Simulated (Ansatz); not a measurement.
Thermal properties of Hf$_{3}$B$_{2}$ from its phonons

The calculation used DFT PBE, scalar-relativistic, plane waves, PAW in Ansatz. Cutoff 420 eV, 12×12×4 k-points (Γ-centred), Gaussian smearing of 0.10 eV. No spin polarisation. Phonons by linear response, acoustic sum rule imposed.

Equilibrium structure at this level:
```
Hf B
1.0
     3.16316    0.00000    0.00000
    -1.58158    2.73938    0.00000
     0.00000    0.00000    8.72496
Hf B
3 2
Direct
  0.00000 0.00000 0.80221
  0.00000 0.00000 0.19779
  0.33333 0.66667 0.50000
  0.33333 0.66667 0.00000
  0.66667 0.33333 0.00000
```

It was reached by relaxing an invented guess, and it needn't be the stable form of this composition. In a metal, frequencies and elastic constants depend on the k mesh and the smearing, soft modes and shear constants most. Spin–orbit coupling is left out, which matters for heavy elements. The q mesh is coarse, so values between its points are rough.

Force constants from linear response on a 3×3×1 q mesh, interpolated to a fine mesh.

Question: What is the zero-point energy per atom?

Answer: 58.3 meV.

Question: How large are the vibrational entropy and heat capacity at 300 K?

Answer: S = 3.15 k_B and C_V = 2.38 k_B per atom, 79 % of the Dulong–Petit value.

Question: Tabulate them against temperature.

Answer:
```
T (K)  F_vib (meV/atom)  S (k_B/atom)  C_V (k_B/atom)
  100              54.9          1.07            1.41
  200              40.2          2.25            2.01
  300              16.8          3.15            2.38
  400             -13.5          3.86            2.59
  500             -49.4          4.46            2.72
  600             -90.0          4.96            2.80
  700            -134.6          5.39            2.85
  800            -182.8          5.78            2.88
  900            -234.1          6.12            2.90
 1000            -288.1          6.42            2.92
```
